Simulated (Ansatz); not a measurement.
Runs of Ansatz 0.2.0 on Si2Ni. It takes space group Fm-3m (No. 225, cubic). Conventional cell: a = 5.406 Å, b = 5.406 Å, c = 5.406 Å, α = 90.00°, β = 90.00°, γ = 90.00°. Ni (site symmetry m-3m) is surrounded by 8 Si at 2.34 Å. Si (site symmetry -43m) has 4 Ni at 2.34 Å as nearest neighbours. 

```csv
task,level,cell,smearing,gap on the mesh (eV),pressure (GPa),moment (μB),relaxed volume (Å³/atom)
single point,PBE,as given,gaussian 0.029 eV,none,4.0,0.00,-
relaxation of cell and atoms,PBE+D4,relaxed,fermi-dirac 0.05 eV,-,0.0,0.00,13.04
single point,PBE,as given,gaussian 0.03 eV,none,4.0,0.00,-
relaxation of cell and atoms,PBEsol+D3(BJ),relaxed,fermi-dirac 0.05 eV,-,0.0,0.00,(a)
relaxation of cell and atoms,BLYP+D4,relaxed,fermi-dirac 0.05 eV,-,0.0,0.00,13.20
```

Alike in all rows: potentials or basis Ansatz PAW; spin collinear, ferromagnetic start; k mesh 9 × 9 × 9; cutoff (eV) 420.

Problem. Estimate the missing entries.

Solution. (a) 12.69.

Caveats: the starting moments weren't kept; the plane-wave basis is chosen anew once the cell has moved, so the energies of steps on either side of that aren't comparable (some runs); the PAW data sets come from PBE, with cores solved anew for the run's functional, which leaves a small shift of forces and pressure (some runs).

A gap of «none» marks a metal or a gap under the smearing width.
